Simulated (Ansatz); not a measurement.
Run on diamond Si (111), 6 layers: DFT, PBEsol, PAW with Ansatz's default frozen-core files, scalar-relativistic (Ansatz 0.2.0).

The slab is cut from a bulk crystal relaxed on PAW files (its atoms may have been relaxed since).

Command: `ansatz run input.yaml --threads 2 --pin off --max-ram 4096MiB --backend cpu --events-out ev --progress --plain --runs-dir out` It took 4.2 s on 2 threads of Arm Neoverse V2, with other jobs on the host, peak memory 0.45 GiB.

```yaml
crystal:
  lattice:
    - [3.8418213872, 0.0, 0.0]
    - [-1.9209106936, 3.3271149181, 0.0]
    - [0.0, 0.0, 23.0579]
  atoms:
    - { symbol: Si, position: [0.0, 0.0, 0.3469531796] }
    - { symbol: Si, position: [0.333333334, 0.666666666, 0.3809635836] }
    - { symbol: Si, position: [0.333333334, 0.666666666, 0.4829947972] }
    - { symbol: Si, position: [0.666666667, 0.333333333, 0.517005202] }
    - { symbol: Si, position: [0.666666667, 0.333333333, 0.6190364156] }
    - { symbol: Si, position: [0.0, 0.0, 0.6530468204] }
kpoints:
  mp_grid: { grid: [9, 9, 1] }
scf:
  occupations: { method: fermi_dirac, width: 0.02 }
hamiltonian:
  xc: pbesol
  pseudopotentials: { kind: paw }
output:
  forces: true
  stress: true
  eigenvalues: true
  populations: true
efield:
  axis: 3
  amplitude: 0
  dipole_correction: true
```

Output:

```
Engine: ansatz 0.2.0
Pseudopotentials: kind: paw
Pseudopotential: Si, paw, valence charge 4, recommended cutoff 420 eV (normal), Si.paw.azcp
Functional definition: PBEsol
  exchange = pbesol_x
  correlation = pbesol_c
Crystal: 6 atoms, lattice volume = 294.730 Å³
Basis set: ecut = 420 eV, 5693 PW (Γ), exchange–correlation on 54×54×320 points (8 copies of the dense FFT grid, shifted against one another)
Bands: 18, of which v1, the nominal top of the filled ones, is band 12 counted from 1 (11 counted from 0)
Symmetry: 6 space group operations
k-points: 12 of 81 (time reversal used)
Non-local potential: Si, projectors of the file, l = 0: 2, l = 1: 2, l = 2: 2
PAW form: soft (Blöchl's): semilocal exchange-correlation on the pseudo side does not see the compensation charge
PAW frozen core: Si, regenerated for the run's functional, and the local potential with it (the file was generated under x = pbe(κ = 0.804, μ = 0.2195149727645171), c = pbe(β = 0.06672455060314922))
PAW one-centre angular grid: Si, 110 points (default); XC on 64 Gauss nodes
Initial density: superposition of atomic densities (neutral atoms: chi_scale 0, normalization atom), corrected by the library's trained network
Initial wavefunctions: pseudopotential atomic-orbital guess
Functional: x = pbesol(κ = 0.804, μ = 0.12345679012345678), c = pbesol(β = 0.046)
SCF iter   1: F=—  HF=-3726.370738 eV  |F-HF|=—  |Δ(HF+E_count)|=         —  Δρ=2.98e-3  dr2=6.65e-2  ethr=1.77e-3  p=-0.000 e·Å  D=-1.29e-9 V/Å  ΔV_dip=0.00 eV  dr2_dipole=6.92e-7  V_vac-E_F(+/−)=4.99/4.99 eV  ⟨swp⟩=10.0  Hψ=1706  notcnv=0
efield: sawtooth ramp at fractional position 0.9500 (placed from the atoms, in the widest stretch of the axis that holds none; the zero of the levels goes with the place), width 0.1000; the density the first Hamiltonian is built on has a dipole p = -0.000 e·Å; the dipole correction subtracts the counter field D = -1.29e-9 V/Å, which shifts the + side's vacuum level by +0.00 eV against the − side's; the planar-averaged density in the ramp window peaks in size at 5.6e-5 e/Å³
preconditioner: auto → LDOS  [metal: Δε(μ)=0.028 eV  Ē_g=7.327 eV  σ=0.020 eV  W_gap=0.34  n_scr=12 (ndim 8)  ℏωp=10.6 eV  f_vac=0.506  D(μ)=4.21/eV (n_scr^D=10)  β→1.0]
SCF iter   2: F=—  HF=-3726.358629 eV  |F-HF|=—  |Δ(HF+E_count)|=   1.21e-2  Δρ=1.37e-3  dr2=1.86e-2  ethr=2.77e-4  p=0.000 e·Å  D=2.44e-5 V/Å  ΔV_dip=-0.00 eV  dr2_dipole=1.30e-6  V_vac-E_F(+/−)=4.95/4.96 eV  ⟨swp⟩=2.9  Hψ=503  notcnv=0  defer=14
SCF iter   3: F=—  HF=-3726.356687 eV  |F-HF|=—  |Δ(HF+E_count)|=   1.94e-3  Δρ=6.33e-4  dr2=5.43e-3  ethr=7.74e-5  p=0.000 e·Å  D=4.15e-6 V/Å  ΔV_dip=-0.00 eV  dr2_dipole=2.77e-11  V_vac-E_F(+/−)=4.95/4.95 eV  ⟨swp⟩=2.8  Hψ=391  notcnv=0  defer=14
SCF iter   4: F=—  HF=-3726.356116 eV  |F-HF|=—  |Δ(HF+E_count)|=   5.71e-4  Δρ=2.84e-4  dr2=1.35e-3  ethr=2.26e-5  p=-0.000 e·Å  D=-1.28e-6 V/Å  ΔV_dip=0.00 eV  dr2_dipole=7.87e-8  V_vac-E_F(+/−)=4.92/4.92 eV  ⟨swp⟩=1.5  Hψ=252  notcnv=0  defer=14
SCF iter   5: F=—  HF=-3726.355941 eV  |F-HF|=—  |Δ(HF+E_count)|=   1.75e-4  Δρ=6.45e-5  dr2=4.76e-5  ethr=5.62e-6  p=-0.000 e·Å  D=-8.92e-7 V/Å  ΔV_dip=0.00 eV  dr2_dipole=4.84e-10  V_vac-E_F(+/−)=4.91/4.91 eV  ⟨swp⟩=2.3  Hψ=253  notcnv=0  defer=14
SCF iter   6: F=—  HF=-3726.356003 eV  |F-HF|=—  |Δ(HF+E_count)|=   6.19e-5  Δρ=1.52e-5  dr2=3.50e-6  ethr=1.98e-7  p=-0.000 e·Å  D=-3.99e-7 V/Å  ΔV_dip=0.00 eV  dr2_dipole=1.58e-12  V_vac-E_F(+/−)=4.91/4.91 eV  ⟨swp⟩=2.4  Hψ=339  notcnv=0  defer=14
SCF iter   7: F=—  HF=-3726.356003 eV  |F-HF|=—  |Δ(HF+E_count)|=   1.21e-7  Δρ=4.83e-6  dr2=2.05e-7  ethr=1.46e-8  p=-0.000 e·Å  D=-1.77e-7 V/Å  ΔV_dip=0.00 eV  dr2_dipole=6.00e-12  V_vac-E_F(+/−)=4.91/4.91 eV  ⟨swp⟩=2.8  Hψ=320  notcnv=0  defer=14
SCF iter   8: F=-3726.356003 eV  HF=-3726.356003 eV  |F-HF|=1.18e-8  |Δ(HF+E_count)|=   6.78e-8  Δρ=1.27e-6  dr2=9.35e-9  ethr=4.17e-10  p=-0.000 e·Å  D=-8.70e-8 V/Å  ΔV_dip=0.00 eV  dr2_dipole=2.39e-12  V_vac-E_F(+/−)=4.91/4.91 eV  ⟨swp⟩=12.3  Hψ=1214  notcnv=0
SCF 1 converged in 8 iterations: F = -3726.356003 eV  dr2 = 9.35e-9
  greatest PAW one-centre occupation: 0.666 electrons in one spin orbital (limit 2), on the Si atom at site 5 (counted from 0), in its partial waves of l = 0
SCF converged after 8 iterations
Free energy (F): -3726.356003 eV
Harris-Foulkes:  -3726.356003 eV  (|F-HF|=1.18e-8)
Internal energy: -3726.349789 eV  (E = F + TS)
E sigma→0 (E₀):  -3726.352896 eV
Entropy (-TS):   -0.006214 eV (-1.036 meV/atom)
Fermi energy:    -0.433028 eV
Dipole field:    D = -0.000002 V/Å  (p = -0.000003 e·Å, saw-weighted, corrected)
Work function:   Φ+ = 4.9069 eV   Φ− = 4.9069 eV
Levels:          The Fermi level and band energies are counted from a zero that moves with the ramp; work functions are not
--- Per-component energies (eV) ---
  E_band       = -123.757111
  E_kinetic    = 236.723344
  E_local      = -5831.064903  (includes V_loc(G=0)·N_el)
  E_nonlocal   = 156.538300
  E_hartree    = 2802.417708
  E_xc         = -325.144474
  E_vxc        = -276.936426  (∫ρ·V_xc dr)
  E_paw        = -2992.687012  (= ΣΔE_a)
  E_vpaw       = -13.858867  (= ΣTr[D̂ρ^β])
  E_aug_tail   = 0.000038  (compensation charges beyond the density's cutoff)
  E_efield     = 0.000000  (sawtooth field / dipole correction)
  E_vefield    = 0.000000  (∫n·V_field dr)
  E_ewald      = 2226.677847
  E_core_change = 0.189364  (= ΣΔE_core)
  E_smearing   = -0.006214  (= −TS)
  E_closure    = -0.000000  (closes the sum)
  Σ components = -3726.356003   (vs F -3726.356003, Δ=0.00e0)
--- Forces (eV/Å), atoms counted from 1 ---
  atom   1  Si     0.00000000     0.00000000     0.49195960
  atom   2  Si     0.00000000    -0.00000000    -0.76832918
  atom   3  Si     0.00000000     0.00000000     0.38047793
  atom   4  Si     0.00000000    -0.00000000    -0.38047653
  atom   5  Si     0.00000000     0.00000000     0.76832736
  atom   6  Si     0.00000000    -0.00000000    -0.49195906
  max |Σ_I F_I| component: 1.13e-7 eV/Å
--- Stress (GPa, compression-positive) ---
       -0.650235       0.000000       0.000000
        0.000000      -0.650235      -0.000000
        0.000000      -0.000000       0.242992
  P = ⅓ Tr σ = -0.3525 GPa (-3.525 kbar)
--- Band table (eV; the first three rows and the last of 12) ---
  k-point 0: bands = ["-12.0438", "-11.1852", "-10.2905", "-6.3349", "-4.0315", "-1.3823", "-1.3823", "-1.0680", "-0.8542", "-0.8542", "-0.4500", "-0.4500", "0.4491", "1.3147", "2.2140", "2.4915", "2.6316", "2.6316"]
  k-point 1: bands = ["-11.9007", "-11.0426", "-10.1461", "-6.2706", "-4.0090", "-2.4405", "-1.8393", "-1.6964", "-1.5222", "-1.1055", "-0.8512", "-0.6424", "0.4134", "1.9259", "2.3403", "2.5927", "2.9404", "3.1474"]
  k-point 2: bands = ["-11.4785", "-10.6236", "-9.7208", "-6.2217", "-4.4528", "-3.7619", "-3.3580", "-2.7328", "-2.2514", "-1.6109", "-1.0820", "-0.6617", "-0.0112", "1.4548", "2.0243", "2.3124", "3.4507", "3.5904"]
  k-point 11: bands = ["-9.0377", "-9.0377", "-7.6622", "-7.6180", "-7.0544", "-7.0544", "-4.5454", "-4.3619", "-4.3619", "-2.7747", "-2.7747", "-0.9140", "-0.2180", "2.1389", "2.1389", "3.3813", "4.2545", "4.2545"]
--- Löwdin populations: 6 sites ---
  site symbol       q [e]
     0     Si      3.9534
     1     Si      3.9618
     2     Si      3.9485
     3     Si      3.9485
     4     Si      3.9618
     5     Si      3.9534
  spilling = 0.011360 (of n_electrons = 24.000000)
```

populations.tsv:

```
# site	symbol	l	j	q
# orbitals = lowdin
# n_electrons = 24.000000
# spilling = 0.011360
0	Si	0_3S	-	1.352292
0	Si	1_3P	-	2.601104
1	Si	0_3S	-	1.195198
1	Si	1_3P	-	2.766626
2	Si	0_3S	-	1.223244
2	Si	1_3P	-	2.725213
3	Si	0_3S	-	1.223244
3	Si	1_3P	-	2.725213
4	Si	0_3S	-	1.195198
4	Si	1_3P	-	2.766626
5	Si	0_3S	-	1.352292
5	Si	1_3P	-	2.601105
```

Next run (atoms relaxed), as changes to the input before:

```diff
   eigenvalues: true
-  populations: true
+relax:
+  f_tol: 0.01
+  max_steps: 40
 efield:
```

Command: `ansatz run input.yaml --threads 2 --pin off --max-ram 4096MiB --backend cpu --events-out ev --progress --plain --runs-dir out` It took 15 s on 2 threads of Arm Neoverse V2 (shared host), peak memory 0.45 GiB.

Results part of the output:

```
Warning: output.stress: scf.convergence.dr2_threshold = 1e-7 eV (the SCF's general default) is looser than the 6e-10 eV advised for a printed stress (1e-10 eV for each atom of the cell: 6). What an SCF threshold leaves in a stress goes as its square root, and in the free energy as the threshold itself, and one threshold admits the most on a small cell: of the crystals measured, under no hybrid fun
SCF converged after 5 iterations
Free energy (F): -3726.425884 eV
Harris-Foulkes:  -3726.425884 eV  (|F-HF|=1.39e-8)
Internal energy: -3726.418599 eV  (E = F + TS)
E sigma→0 (E₀):  -3726.422241 eV
Entropy (-TS):   -0.007284 eV (-1.214 meV/atom)
Fermi energy:    -0.343597 eV
Dipole field:    D = 0.000001 V/Å  (p = 0.000001 e·Å, saw-weighted, corrected)
Work function:   Φ+ = 4.8436 eV   Φ− = 4.8437 eV
Levels:          The Fermi level and band energies are counted from a zero that moves with the ramp; work functions are not
--- Per-component energies (eV) ---
  E_band       = -125.645748
  E_kinetic    = 237.676030
  E_local      = -5860.655749  (includes V_loc(G=0)·N_el)
  E_nonlocal   = 156.800479
  E_hartree    = 2816.003750
  E_xc         = -325.517586
  E_vxc        = -277.433808  (∫ρ·V_xc dr)
  E_paw        = -2992.893098  (= ΣΔE_a)
  E_vpaw       = -14.047475  (= ΣTr[D̂ρ^β])
  E_aug_tail   = 0.000037  (compensation charges beyond the density's cutoff)
  E_efield     = 0.000000  (sawtooth field / dipole correction)
  E_vefield    = 0.000000  (∫n·V_field dr)
  E_ewald      = 2241.978173
  E_core_change = 0.189364  (= ΣΔE_core)
  E_smearing   = -0.007284  (= −TS)
  E_closure    = -0.000000  (closes the sum)
  Σ components = -3726.425884   (vs F -3726.425884, Δ=0.00e0)
--- Forces (eV/Å), atoms counted from 1 ---
  atom   1  Si     0.00000000     0.00000000     0.00021204
  atom   2  Si     0.00000000    -0.00000000    -0.00015107
  atom   3  Si     0.00000000     0.00000000    -0.00041123
  atom   4  Si     0.00000000    -0.00000000     0.00041151
  atom   5  Si     0.00000000     0.00000000     0.00015015
  atom   6  Si     0.00000000    -0.00000000    -0.00021148
  max |Σ_I F_I| component: 8.63e-8 eV/Å
--- Stress (GPa, compression-positive) ---
       -0.092234       0.000000       0.000000
        0.000000      -0.092234      -0.000000
        0.000000       0.000000      -0.000389
  P = ⅓ Tr σ = -0.0616 GPa (-0.616 kbar)
--- Band table (eV; the first three rows and the last of 12) ---
  k-point 0: bands = ["-12.0749", "-11.3640", "-10.4341", "-6.1687", "-3.9176", "-1.4664", "-1.4664", "-1.1311", "-1.1311", "-0.9637", "-0.6608", "-0.6608", "0.6580", "1.2552", "2.0880", "2.3632", "2.6297", "2.6297"]
  k-point 1: bands = ["-11.9306", "-11.2203", "-10.2898", "-6.1008", "-3.8920", "-2.5264", "-2.1041", "-1.7850", "-1.6824", "-1.3807", "-0.8439", "-0.7832", "0.6412", "1.8636", "2.2986", "2.4359", "2.9672", "3.0732"]
  k-point 2: bands = ["-11.5045", "-10.7970", "-9.8650", "-6.0615", "-4.4860", "-3.8287", "-3.5100", "-2.8680", "-2.3420", "-1.8814", "-1.2751", "-0.5526", "0.1488", "1.3717", "1.9255", "2.2602", "3.4110", "3.7021"]
  k-point 11: bands = ["-9.0151", "-9.0151", "-7.8649", "-7.8245", "-7.1982", "-7.1982", "-4.5712", "-4.5712", "-4.5412", "-2.7020", "-2.7020", "-0.8527", "-0.1662", "2.1602", "2.1602", "3.5838", "4.2638", "4.2638"]
--- Relaxed structure (5 steps of the walk, 5 accepted, 0 SCFs on fresh bases) ---
  F+E_penalty+E_count = -3726.42588355 eV   max|allowed force component| = 4.115e-4 eV/Å
  atoms:
    - { symbol: Si, position: [-3.700743417140481e-17, 2.4671622746470672e-17, 0.349556293842423] }
    - { symbol: Si, position: [0.3333333333333333, 0.6666666666666667, 0.3788983513095825] }
    - { symbol: Si, position: [0.3333333333333333, 0.6666666666666667, 0.483521502577372] }
    - { symbol: Si, position: [0.6666666666666665, 0.33333333333333337, 0.5164784982525467] }
    - { symbol: Si, position: [0.6666666666666665, 0.33333333333333337, 0.6211016524864579] }
    - { symbol: Si, position: [-3.70074341714048e-17, 2.4671622746470684e-17, 0.6504436999316171] }
```

Next run (field of 0.1 V/Å along the normal), as changes to the input before:

```diff
   atoms:
-    - { symbol: Si, position: [0.0, 0.0, 0.3469531796] }
-    - { symbol: Si, position: [0.333333334, 0.666666666, 0.3809635836] }
-    - { symbol: Si, position: [0.333333334, 0.666666666, 0.4829947972] }
-    - { symbol: Si, position: [0.666666667, 0.333333333, 0.517005202] }
-    - { symbol: Si, position: [0.666666667, 0.333333333, 0.6190364156] }
-    - { symbol: Si, position: [0.0, 0.0, 0.6530468204] }
+    - { symbol: Si, position: [0.0, 0.0, 0.3495562938] }
+    - { symbol: Si, position: [0.3333333333, 0.6666666667, 0.3788983513] }
+    - { symbol: Si, position: [0.3333333333, 0.6666666667, 0.4835215026] }
+    - { symbol: Si, position: [0.6666666667, 0.3333333333, 0.5164784983] }
+    - { symbol: Si, position: [0.6666666667, 0.3333333333, 0.6211016525] }
+    - { symbol: Si, position: [0.0, 0.0, 0.6504436999] }
 kpoints:
   eigenvalues: true
-relax:
-  f_tol: 0.01
-  max_steps: 40
 efield:
   axis: 3
-  amplitude: 0
+  amplitude: 0.1
   dipole_correction: true
```

Results part of the output:

```
SCF 1 converged in 10 iterations: F = -3726.429434 eV  dr2 = 7.06e-9
  greatest PAW one-centre occupation: 0.662 electrons in one spin orbital (limit 2), on the Si atom at site 5 (counted from 0), in its partial waves of l = 0
SCF converged after 10 iterations
Free energy (F): -3726.429434 eV
Harris-Foulkes:  -3726.429434 eV  (|F-HF|=7.50e-9)
Internal energy: -3726.422153 eV  (E = F + TS)
E sigma→0 (E₀):  -3726.425793 eV
Entropy (-TS):   -0.007281 eV (-1.214 meV/atom)
Fermi energy:    -0.344172 eV
Dipole field:    D = 0.043660 V/Å  (p = 0.071112 e·Å, saw-weighted, corrected)
Work function:   not extracted (applied field tilts the vacuum); planar V_es + V_field profile in the machine report
Levels:          The Fermi level and band energies are counted from a zero that moves with the ramp; work functions are not
--- Per-component energies (eV) ---
  E_band       = -125.660116
  E_kinetic    = 237.675234
  E_local      = -5860.646830  (includes V_loc(G=0)·N_el)
  E_nonlocal   = 156.800103
  E_hartree    = 2815.997486
  E_xc         = -325.517129
  E_vxc        = -277.433233  (∫ρ·V_xc dr)
  E_paw        = -2992.893032  (= ΣΔE_a)
  E_vpaw       = -14.047416  (= ΣTr[D̂ρ^β])
  E_aug_tail   = 0.000037  (compensation charges beyond the density's cutoff)
  E_efield     = -0.005559  (sawtooth field / dipole correction)
  E_vefield    = -0.004006  (∫n·V_field dr)
  E_ewald      = 2241.978172
  E_core_change = 0.189364  (= ΣΔE_core)
  E_smearing   = -0.007281  (= −TS)
  E_closure    = -0.000000  (closes the sum)
  Σ components = -3726.429434   (vs F -3726.429434, Δ=0.00e0)
--- Forces (eV/Å), atoms counted from 1 ---
  atom   1  Si     0.00000000     0.00000000    -0.00803396
  atom   2  Si     0.00000000    -0.00000000     0.00851428
  atom   3  Si     0.00000000     0.00000000    -0.00116009
  atom   4  Si     0.00000000    -0.00000000    -0.00014600
  atom   5  Si     0.00000000     0.00000000     0.00872017
  atom   6  Si     0.00000000    -0.00000000    -0.00791035
  max |Σ_I F_I| component: 1.59e-5 eV/Å
--- Stress (GPa, compression-positive) ---
       -0.090330       0.000000       0.000000
        0.000000      -0.090330      -0.000000
        0.000000      -0.000000       0.000683
  P = ⅓ Tr σ = -0.0600 GPa (-0.600 kbar)
--- Band table (eV; the first three rows and the last of 12) ---
  k-point 0: bands = ["-12.0755", "-11.3646", "-10.4346", "-6.1693", "-3.9181", "-1.4671", "-1.4671", "-1.1317", "-1.1317", "-0.9644", "-0.6614", "-0.6614", "0.6572", "1.2546", "2.0871", "2.3626", "2.6290", "2.6290"]
  k-point 1: bands = ["-11.9313", "-11.2209", "-10.2904", "-6.1014", "-3.8926", "-2.5270", "-2.1047", "-1.7857", "-1.6830", "-1.3813", "-0.8445", "-0.7838", "0.6405", "1.8630", "2.2976", "2.4354", "2.9665", "3.0725"]
  k-point 2: bands = ["-11.5051", "-10.7976", "-9.8655", "-6.0621", "-4.4866", "-3.8293", "-3.5106", "-2.8686", "-2.3426", "-1.8820", "-1.2757", "-0.5532", "0.1482", "1.3711", "1.9249", "2.2595", "3.4103", "3.7014"]
  k-point 11: bands = ["-9.0192", "-9.0121", "-7.8664", "-7.8241", "-7.2011", "-7.1965", "-4.5763", "-4.5674", "-4.5419", "-2.7043", "-2.7008", "-0.8532", "-0.1667", "2.1591", "2.1602", "3.5832", "4.2610", "4.2651"]
```

Next run (core holes in 2p of Si), as changes to the input before:

```diff
   eigenvalues: true
-efield:
-  axis: 3
-  amplitude: 0.1
-  dipole_correction: true
+  core_levels:
+    shells: { Si: ["2p"] }
+    counted_from: conduction_bottom
+    add_spin: false
+  write_density: true
+  write_potential: true
+  elf: true
+  volumetric_format: npy
```

Results part of the output:

```
SCF 1 converged in 7 iterations: F = -3726.425884 eV  dr2 = 7.79e-8
  greatest PAW one-centre occupation: 0.662 electrons in one spin orbital (limit 2), on the Si atom at site 5 (counted from 0), in its partial waves of l = 0
WARN: The output density's exchange-correlation potential varies sharply where the density is thin. Do not read a vacuum level from v_tot or v_xc, or from such a field of the output density. On a cell that repeats whose density bears no net charge and no dipole along the vacuum's axis use v_es (v_loc + v_h of the components); under efield.dipole_correction with no amplitude use v_es + v_field, which holds any external_charges[].barrier, or the levels of the report's work_function block, which leave it out; under a non-zero efield.amplitude the vacuum is tilted and has no level; on a cell that repeats and bears such a dipole with no correction it is tilted too, and efield.dipole_correction with no amplitude gives each side of its ramp a level where efield: is served; in a cell that repeats whose density bears a net charge (total_charge, or a fill off its count) it is curved and has none; of a slab under crystal.periodic whose density bears no net charge use v_es, which has a level on each side, short of where the two are joined; of another it falls or rises all the way out and has none; of a slab beside external_charges read slab_vacuum_level instead, which it has where they leave it neutral. The grid or the basis barely resolves most such structure, and the values can differ between equally converged runs; as a rule a tighter scf.convergence.dr2_threshold does not remove it. Where the density itself ripples (under the LDA too) a higher basis.ecutwfc lessens it. The files hold the spikes' plane waves up to the density's cutoff. Files: v_tot_of_output_density and the like, and their columns of v_z.tsv (output.write_potential); v_xc_of_output_density and the like, and their columns of v_comp_z.tsv (output.write_potential_components). Measured: with its Gaussian average of σ = 0.25 Å subtracted twice, the exchange-correlation potential is over 0.1 eV at 1 of the grid points where the equally averaged density (valence and model cores) is under 1e-3 e/Å³, and 0.123 eV at the most among them, at an averaged density of 3.2e-9 e/Å³. The input density's (outcome.potential() and, of a run that writes arrays, v_tot and v_xc) is over 0.1 eV, so measured, at 134 points of its own thin density, 0.199 eV at the most. See output.write_potential in the manual, Limitations
── core hole 1/3: 2p of Si 0 ──
── 2p of Si 0: 98.489 eV over the cell without the hole, in 13 iterations ──
── core hole 2/3: 2p of Si 1 ──
── 2p of Si 1: 99.202 eV over the cell without the hole, in 12 iterations ──
── core hole 3/3: 2p of Si 2 ──
── 2p of Si 2: 99.136 eV over the cell without the hole, in 11 iterations ──
SCF converged after 7 iterations
[... lines left out ...]
  k-point 2: bands = ["-11.5044", "-10.7968", "-9.8648", "-6.0613", "-4.4858", "-3.8285", "-3.5099", "-2.8679", "-2.3419", "-1.8812", "-1.2750", "-0.5524", "0.1490", "1.3719", "1.9257", "2.2603", "3.4111", "3.7022"]
  k-point 11: bands = ["-9.0150", "-9.0150", "-7.8646", "-7.8242", "-7.1982", "-7.1982", "-4.5710", "-4.5710", "-4.5412", "-2.7019", "-2.7019", "-0.8525", "-0.1660", "2.1604", "2.1604", "3.5839", "4.2639", "4.2639"]
--- Core levels from the conduction bottom, as differences alone (as output.core_levels.counted_from types it; a hole's nearest image at 3.8 Å) ---
  the holes have no spin, as output.core_levels.add_spin types it
  atom         alike  shell      binding/eV   shift/eV difference/eV images/eV   SCF
  Si 0             2     2p               –     +0.000        98.489         –    13
  Si 1             2     2p               –     +0.713        99.202         –    12
  Si 2             2     2p               –     +0.647        99.136         –    11
  the dataset of Si with a 2p hole: scattering error 0.000 eV (0.000 eV in the local channel); free atom: scalar-relativistic, large and small components
  the two lines of Si's 2p: 2p1/2 +0.408 eV and 2p3/2 -0.204 eV off its levels, 1 : 2 in strength
```

The PAW files were made under PBE. Real surfaces of this kind reconstruct, which a 1×1 cell forbids.
